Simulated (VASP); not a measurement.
# InAs (Fm-3m) in VASP: notebook

The runs below take InAs through single point, with PBE.

Everything below comes from runs of VASP 6.6.1. Logs are shortened: lines on timing, memory, paths and dates and some standing lists are left out, and cuts for length are marked.

## 1. The crystal as given

It takes space group Fm-3m (No. 225, cubic). Conventional cell: a = 5.755 Å, b = 5.755 Å, c = 5.755 Å, α = 90.00°, β = 90.00°, γ = 90.00°. In (site symmetry m-3m) is surrounded by 6 As at 2.88 Å. Around As (site symmetry m-3m) lie 6 In at 2.88 Å.

Measurements of this composition are mostly on another form, of space group No. 216.

## 2. Single point, PBE, spin-orbit coupling, no magnetisation

INCAR

```
  PREC = Accurate
  ENCUT = 750
  EDIFF = 1E-8
  ISMEAR = 0
  SIGMA = 0.02
  LREAL = False
  LASPH = True
  NELM = 100
  ALGO = Normal
  ISIF = 2
  LWAVE = False
  LCHARG = False
  MAGMOM = 0 0 0 0 0 0
  LORBIT = 11
  LSORBIT = True
  GGA_COMPAT = False
  GGA = PE
  NBANDS = 34
```

KPOINTS

```
regular mesh
0
Gamma
  10 10 10
```

POSCAR

```
InAs
1.0
    0.0000000000      2.8773040000      2.8773040000
    2.8773040000      0.0000000000      2.8773040000
    2.8773040000      2.8773040000      0.0000000000
In As
1 1
Direct
    0.5000000000      0.5000000000      0.5000000000
    0.0000000000      0.0000000000      0.0000000000
```

Potentials or basis: VASP PAW PBE potentials, release 64 (In_d, As).

Command:

```
cat potpaw_PBE.64/In_d/POTCAR potpaw_PBE.64/As/POTCAR > POTCAR
mpirun -np 1 vasp_ncl > vasp.out
```

OUTCAR:

```text
PREC = Accurate
   ENCUT = 750
   EDIFF = 1E-8
   ISMEAR = 0
   LREAL = False
   LASPH = True
   NELM = 100
   ISIF = 2
   LORBIT = 11
   LSORBIT = True
   GGA = PE

 ion  position               nearest neighbor table
   1  0.500  0.500  0.500-   2 2.88   2 2.88   2 2.88   2 2.88   2 2.88   2 2.88
   2  0.000  0.000  0.000-   1 2.88   1 2.88   1 2.88   1 2.88   1 2.88   1 2.88

  LATTYP: Found a face centered cubic cell.
 ALAT       =     5.7546080000

  Lattice vectors:

 A1 = (   0.0000000000,   2.8773040000,   2.8773040000)
 A2 = (   2.8773040000,   0.0000000000,   2.8773040000)
 A3 = (   2.8773040000,   2.8773040000,   0.0000000000)

Analysis of symmetry for initial positions (statically):
=====================================================================
 Subroutine PRICEL returns:
 Original cell was already a primitive cell.

 Routine SETGRP: Setting up the symmetry group for a
 face centered cubic supercell.

 Subroutine GETGRP returns: Found 48 space group operations
 (whereof 48 operations were pure point group operations)
 out of a pool of 48 trial point group operations.

The static configuration has the point symmetry O_h .

Analysis of symmetry for dynamics (positions and initial velocities):
=====================================================================
 Subroutine PRICEL returns:
 Original cell was already a primitive cell.

 Routine SETGRP: Setting up the symmetry group for a
 face centered cubic supercell.

 Subroutine GETGRP returns: Found 48 space group operations
 (whereof 48 operations were pure point group operations)
 out of a pool of 48 trial point group operations.

The dynamic configuration has the point symmetry O_h .

Analysis of structural, dynamic, and magnetic symmetry:
=====================================================================
 Subroutine PRICEL returns:
 Original cell was already a primitive cell.

 Routine SETGRP: Setting up the symmetry group for a
 face centered cubic supercell.

 Subroutine GETGRP returns: Found 48 space group operations
 (whereof 48 operations were pure point group operations)
 out of a pool of 48 trial point group operations.

The overall configuration has the point symmetry O_h .

 Subroutine INISYM returns: Found 48 space group operations
 (whereof 48 operations are pure point group operations),
 and found     1 'primitive' translations

----------------------------------------------------------------------------------------

                                     Primitive cell

  volume of cell :      47.6417

  direct lattice vectors                    reciprocal lattice vectors
     0.000000000  2.877304000  2.877304000    -0.173773783  0.173773783  0.173773783
     2.877304000  0.000000000  2.877304000     0.173773783 -0.173773783  0.173773783
     2.877304000  2.877304000  0.000000000     0.173773783  0.173773783 -0.173773783

  length of vectors
     4.069122340  4.069122340  4.069122340     0.300985021  0.300985021  0.300985021

  position of ions in fractional coordinates (direct lattice)
     0.500000000  0.500000000  0.500000000
     0.000000000  0.000000000  0.000000000

  ion indices of the primitive-cell ions
   primitive index   ion index
                 1           1
                 2           2

----------------------------------------------------------------------------------------

 KPOINTS: regular mesh

Automatic generation of k-mesh.
 Grid dimensions read from file:
 generate k-points for:   10   10   10

 Generating k-lattice:

  Cartesian coordinates                     Fractional coordinates (reciprocal lattice)
    -0.017377378  0.017377378  0.017377378     0.100000000  0.000000000  0.000000000
     0.017377378 -0.017377378  0.017377378     0.000000000  0.100000000  0.000000000
     0.017377378  0.017377378 -0.017377378     0.000000000  0.000000000  0.100000000

  Length of vectors
     0.030098502  0.030098502  0.030098502

[... 76 lines left out ...]
  Thomas-Fermi vector in A             =   2.319738
   LORBIT       =     11    0 simple, 1 ext, 2 COOP (PROOUT), +10 PAW based schemes
   GGA     = PE    functional components
   LHFCALC =     F    Hartree Fock is set to
   AEXX    =    0.0000 exact exchange contribution
   IVDW    =     0    specifies the selected vdW correction
   LEPSILON=     F    determine dielectric tensor
   LRPA    =     F    only Hartree local field effects (RPA)
 Gauss-broadening in eV      SIGMA  =   0.02
  energy-cutoff  :      750.00
  volume of cell :       47.64
 maximum number of plane-waves:      4504
   NGX = 19   NGY = 19   NGZ = 19

 number of electron      18.0000000 magnetization       0.0000000      0.0000000      0.0000000

 number of electron      18.0000003 magnetization      -0.0000000      0.0000000      0.0000000

 number of electron      18.0000003 magnetization       0.0000000     -0.0000000     -0.0000000

 Free energy of the ion-electron system (eV)
  ---------------------------------------------------
  ext. energy  EPLUGINS =         0.00000000
  ---------------------------------------------------
  free energy    TOTEN  =        -7.38870074 eV

  energy without entropy =       -7.38863507  energy(sigma->0) =       -7.38866790

 E-fermi :   5.8944     XC(G=0): -10.0969

 val. band max:        5.8656468299   @ k =   0.1000   0.0000   0.0000
 cond. band min:       5.9159943412   @ k =   0.2000   0.0000   0.0000
 fundamental gap:      0.0503475114
 Fermi energy:         5.8944009210

 k-point     1 :       0.0000    0.0000    0.0000
  band No.  band energies     occupation
      1      -8.8959      1.00000
      2      -8.8959      1.00000
      3      -8.8959      1.00000
      4      -8.8959      1.00000
      5      -8.0495      1.00000
      6      -8.0495      1.00000
[... 781 lines left out ...]
     29      18.2731      0.00000
     30      18.2731      0.00000

 [... further k-points ...]

 [bands above 30 left out]

------------------------ aborting loop because EDIFF is reached ----------------------------------------

  FORCE on cell =-STRESS in cart. coord.  units (eV):
  Direction    XX          YY          ZZ          XY          YZ          ZX
  --------------------------------------------------------------------------------------
  -------------------------------------------------------------------------------------
  Total       -0.0374983     -0.0374983     -0.0374983      0.0000000     -0.0000000      0.0000000
  in kB       -1.2610577     -1.2610577     -1.2610577      0.0000000     -0.0000000      0.0000000
  external PRESSURE =      -1.2610577 kB  Pullay stress =       0.0000000 kB

 VOLUME and BASIS-vectors are now :
 -----------------------------------------------------------------------------
  energy-cutoff  :      750.00
  volume of cell :       47.64
      direct lattice vectors                 reciprocal lattice vectors
     0.000000000  2.877304000  2.877304000    -0.173773783  0.173773783  0.173773783
     2.877304000  0.000000000  2.877304000     0.173773783 -0.173773783  0.173773783
     2.877304000  2.877304000  0.000000000     0.173773783  0.173773783 -0.173773783

 POSITION                                       TOTAL-FORCE (eV/Angst)
 -----------------------------------------------------------------------------------
      2.87730      2.87730      2.87730         0.000000     -0.000000     -0.000000
      0.00000      0.00000      0.00000        -0.000000      0.000000      0.000000
 -----------------------------------------------------------------------------------
    total drift:                                0.000000      0.000000      0.000000

  FREE ENERGIE OF THE ION-ELECTRON SYSTEM (eV)
  ---------------------------------------------------
  free  energy   TOTEN  =        -7.3887007374 eV

  energy  without entropy=       -7.3886350676  energy(sigma->0) =       -7.38866790

 Spin-Orbit-Coupling matrix elements

 Ion:    1  E_soc:     -0.0676718
 l=   1
     0.0000000    -0.0050093    -0.0050093
    -0.0050093     0.0000000    -0.0050093
    -0.0050093    -0.0050093     0.0000000
 l=   2
     0.0000000    -0.0012730     0.0000000    -0.0012730    -0.0049964
    -0.0012730     0.0000000    -0.0037473    -0.0012730    -0.0012491
     0.0000000    -0.0037473     0.0000000    -0.0037473     0.0000000
    -0.0012730    -0.0012730    -0.0037473     0.0000000    -0.0012491
    -0.0049964    -0.0012491     0.0000000    -0.0012491     0.0000000
 l=   3
     0.0000000     0.0000000     0.0000000     0.0000000     0.0000000     0.0000000     0.0000000
     0.0000000     0.0000000     0.0000000     0.0000000     0.0000000     0.0000000     0.0000000
     0.0000000     0.0000000     0.0000000     0.0000000     0.0000000     0.0000000     0.0000000
     0.0000000     0.0000000     0.0000000     0.0000000     0.0000000     0.0000000     0.0000000
     0.0000000     0.0000000     0.0000000     0.0000000     0.0000000     0.0000000     0.0000000
     0.0000000     0.0000000     0.0000000     0.0000000     0.0000000     0.0000000     0.0000000
     0.0000000     0.0000000     0.0000000     0.0000000     0.0000000     0.0000000     0.0000000

 Ion:    2  E_soc:     -0.0318000
 l=   1
     0.0000000    -0.0053014    -0.0053014
    -0.0053014     0.0000000    -0.0053014
    -0.0053014    -0.0053014     0.0000000
 l=   2
     0.0000000    -0.0000009     0.0000000    -0.0000009     0.0000023
    -0.0000009     0.0000000     0.0000017    -0.0000009     0.0000006
     0.0000000     0.0000017     0.0000000     0.0000017     0.0000000
    -0.0000009    -0.0000009     0.0000017     0.0000000     0.0000006
     0.0000023     0.0000006     0.0000000     0.0000006     0.0000000
 l=   3
     0.0000000     0.0000000     0.0000000     0.0000000     0.0000000     0.0000000     0.0000000
     0.0000000     0.0000000     0.0000000     0.0000000     0.0000000     0.0000000     0.0000000
     0.0000000     0.0000000     0.0000000     0.0000000     0.0000000     0.0000000     0.0000000
     0.0000000     0.0000000     0.0000000     0.0000000     0.0000000     0.0000000     0.0000000
     0.0000000     0.0000000     0.0000000     0.0000000     0.0000000     0.0000000     0.0000000
     0.0000000     0.0000000     0.0000000     0.0000000     0.0000000     0.0000000     0.0000000
     0.0000000     0.0000000     0.0000000     0.0000000     0.0000000     0.0000000     0.0000000

 total charge

# of ion       s       p       d       tot
------------------------------------------
    1        0.876   0.556   9.880  11.312
    2        1.265   1.438   0.023   2.726
--------------------------------------------------
tot          2.141   1.994   9.903  14.038

 magnetization (x)

# of ion       s       p       d       tot
------------------------------------------
    1       -0.000   0.000   0.000  -0.000
    2        0.000   0.000  -0.000  -0.000
--------------------------------------------------
tot         -0.000   0.000  -0.000  -0.000

 magnetization (y)

# of ion       s       p       d       tot
------------------------------------------
    1        0.000   0.000  -0.000   0.000
    2       -0.000   0.000  -0.000  -0.000
--------------------------------------------------
tot          0.000   0.000  -0.000   0.000

 magnetization (z)

# of ion       s       p       d       tot
------------------------------------------
    1       -0.000   0.000   0.000  -0.000
    2        0.000  -0.000  -0.000  -0.000
--------------------------------------------------
tot         -0.000  -0.000  -0.000  -0.000
```

It took 3.6 min on 1 thread of Intel Xeon Platinum 8488C (Sapphire Rapids), shared host; peak memory 0.49 GiB.

Results:

```
Free energy                                           : -7.3887 eV
Pressure                                              : -0.1 GPa
Valence electrons inside the program's atomic spheres : In 11.31; As 2.73
```

## 3. Single point, PBE, spin-orbit coupling, no magnetisation

INCAR: that of step 2 with these lines changed.

```diff
@@ -1,4 +1,4 @@
   PREC = Accurate
-  ENCUT = 750
-  EDIFF = 1E-8
+  ENCUT = 650
+  EDIFF = 1E-7
   ISMEAR = 0
```

KPOINTS

```
regular mesh
0
Gamma
  8 8 8
```

POSCAR is that of step 2.

Potentials or basis: VASP PAW PBE potentials, release 64 (In_d, As).

Command:

```
cat potpaw_PBE.64/In_d/POTCAR potpaw_PBE.64/As/POTCAR > POTCAR
mpirun -np 1 vasp_ncl > vasp.out
```

Wall time 1.8 min (1 thread of Intel Xeon Platinum 8488C (Sapphire Rapids), shared host); peak memory 0.42 GiB.

The run converged, but some of its settings lie outside the range that counts as converged, so its numbers aren't taken as properties of the crystal.

What came out:

```
Free energy                                           : -7.3635 eV
Pressure                                              : 0.1 GPa
Valence electrons inside the program's atomic spheres : In 11.32; As 2.72
```

## 4. Single point, PBE, spin-orbit coupling, no magnetisation

INCAR: that of step 3 with these lines changed.

```diff
@@ -1,3 +1,3 @@
   PREC = Accurate
-  ENCUT = 650
+  ENCUT = 400
   EDIFF = 1E-7
```

KPOINTS

```
regular mesh
0
Gamma
  10 10 10
```

POSCAR is that of step 3.

Command:

```
cat potpaw_PBE.64/In_d/POTCAR potpaw_PBE.64/As/POTCAR > POTCAR
mpirun -np 1 vasp_ncl > vasp.out
```

Run time: 79 s. Hardware: 1 thread of Intel Xeon Platinum 8488C (Sapphire Rapids), shared host; peak memory 0.28 GiB.

These settings aren't checked as converged: the numbers below hold their error.

Results:

| Quantity | Value |
| --- | --- |
| Free energy | -7.3884 eV |
| Pressure | -0.2 GPa |
| Valence electrons inside the program's atomic spheres | In 11.31; As 2.73 |

## 5. Single point, PBE, spin-orbit coupling, no magnetisation

INCAR: that of step 4 with these lines changed.

```diff
@@ -1,3 +1,3 @@
   PREC = Accurate
-  ENCUT = 400
+  ENCUT = 280
   EDIFF = 1E-7
```

KPOINTS

```
regular mesh
0
Gamma
  5 5 5
```

POSCAR is that of step 4.

Command:

```
cat potpaw_PBE.64/In_d/POTCAR potpaw_PBE.64/As/POTCAR > POTCAR
mpirun -np 1 vasp_ncl > vasp.out
```

Wall time 14 s (1 thread of Intel Xeon Platinum 8488C (Sapphire Rapids), shared host); peak memory 0.19 GiB.

These settings aren't checked as converged: the numbers below hold their error.

Results:

| Item | Value |
| --- | --- |
| Free energy | -7.3486 eV |
| Pressure | 0.0 GPa |
| Valence electrons inside the program's atomic spheres | In 11.30; As 2.74 |

Caveat: the k mesh is coarse (spacing up to 0.38 Å⁻¹), so the values aren't converged; the cutoff is under 1.25 times the usual one of these potentials, so pressure, stress and relaxed cells hold a basis-set (Pulay) error.

(Part 1 of 2 ends here.)
